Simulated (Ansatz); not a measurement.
# CaO: the cost of one run

Program: Ansatz 0.2.0. Level of theory: DFT, plane waves, PAW, no spin polarisation. These are calculated values, not measurements.

## 1. The starting structure

The cell holds 16 atoms (Ca8O8): a = 7.373 Å, b = 7.373 Å, c = 7.373 Å, α = 60.00°, β = 60.00°, γ = 60.00°.

Coordinates:

```xyz
16
Lattice="0.0000 5.2135 5.2135 5.2135 0.0000 5.2135 5.2135 5.2135 0.0000" Properties=species:S:1:pos:R:3 pbc="T T T"
Ca    0.0000    0.0000    0.0000
O     1.3034    1.3034    1.3034
Ca    2.6067    2.6067    0.0000
O     3.9101    3.9101    1.3034
Ca    2.6067    0.0000    2.6067
O     3.9101    1.3034    3.9101
Ca    5.2135    2.6067    2.6067
O     6.5168    3.9101    3.9101
Ca    0.0000    2.6067    2.6067
O     1.3034    3.9101    3.9101
Ca    2.6067    5.2135    2.6067
O     3.9101    6.5168    3.9101
Ca    2.6067    2.6067    5.2135
O     3.9101    3.9101    6.5168
Ca    5.2135    5.2135    5.2135
O     6.5168    6.5168    6.5168
```

## 2. Run 1: PBEsol

input.yaml reads:

```yaml
crystal:
  lattice:
    - [0.0, 5.2134634832, 5.2134634832]
    - [5.2134634832, 0.0, 5.2134634832]
    - [5.2134634832, 5.2134634832, 0.0]
  atoms:
    - { symbol: Ca, position: [0.0, 0.0, 0.0] }
    - { symbol: O, position: [0.125, 0.125, 0.125] }
    - { symbol: Ca, position: [0.0, 0.0, 0.5] }
    - { symbol: O, position: [0.125, 0.125, 0.625] }
    - { symbol: Ca, position: [0.0, 0.5, 0.0] }
    - { symbol: O, position: [0.125, 0.625, 0.125] }
    - { symbol: Ca, position: [0.0, 0.5, 0.5] }
    - { symbol: O, position: [0.125, 0.625, 0.625] }
    - { symbol: Ca, position: [0.5, 0.0, 0.0] }
    - { symbol: O, position: [0.625, 0.125, 0.125] }
    - { symbol: Ca, position: [0.5, 0.0, 0.5] }
    - { symbol: O, position: [0.625, 0.125, 0.625] }
    - { symbol: Ca, position: [0.5, 0.5, 0.0] }
    - { symbol: O, position: [0.625, 0.625, 0.125] }
    - { symbol: Ca, position: [0.5, 0.5, 0.5] }
    - { symbol: O, position: [0.625, 0.625, 0.625] }
kpoints:
  mp_grid: { grid: [2, 2, 2] }
hamiltonian:
  xc: pbesol
scf:
  occupations: { method: fermi_dirac, width: 0.069 }
md:
  ensemble: npt_langevin
  temperature: 800
  timestep: 1.5
  n_steps: 30
  initial_velocities: maxwell_boltzmann
  seed: 3767
```

Launch:

```
> ansatz run input.yaml --threads 4 --pin off --max-ram 3686MiB --backend cpu --events-out ev --progress --plain --runs-dir out
```

**Question.** How long does this run take on 4 threads of Arm Neoverse N1, shared host, and how much memory does it need?

About 2.4 min, with a peak of 0.94 GiB.
